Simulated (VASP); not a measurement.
A run of VASP 6.6.1 is set up as follows.

The input INCAR:

```
SYSTEM = Rb
PREC = Accurate
ENCUT = 600
EDIFF = 1E-7
ISMEAR = 1
SIGMA = 0.1
LREAL = .FALSE.
LASPH = .TRUE.
NELM = 80
ALGO = Fast
ISIF = 2
LWAVE = .FALSE.
LCHARG = .FALSE.
GGA = PE
IBRION = 2
NSW = 40
EDIFFG = -0.01
```

KPOINTS

```
regular mesh
0
G
  10 10 10
  0 0 0
```

POSCAR

```
Rb                                      
1.0
   -2.8895468964      2.8895468964      2.8895468964
    2.8895468964     -2.8895468964      2.8895468964
    2.8895468964      2.8895468964     -2.8895468964
  Rb            
     1
Direct
     0.0000000000000000    0.0000000000000000    0.0000000000000000
```

Potentials or basis: VASP PAW PBE potentials, release 64 (Rb_sv).

Command:

```console
$ cat potpaw_PBE.64/Rb_sv/POTCAR > POTCAR
$ mpirun -np 1 vasp_std > vasp.out
```

Question: What does it give for the band gap on the k mesh?

Answer: None (metal or under the smearing width).

Final structure:
```yaml
crystal:
  lattice:
    - [-2.88955, 2.88955, 2.88955]
    - [2.88955, -2.88955, 2.88955]
    - [2.88955, 2.88955, -2.88955]
  atoms:
    - { symbol: Rb, position: [0.00000, 0.00000, 0.00000] }
```

Caveat: the relaxation stopped at its first step, so nothing moved.
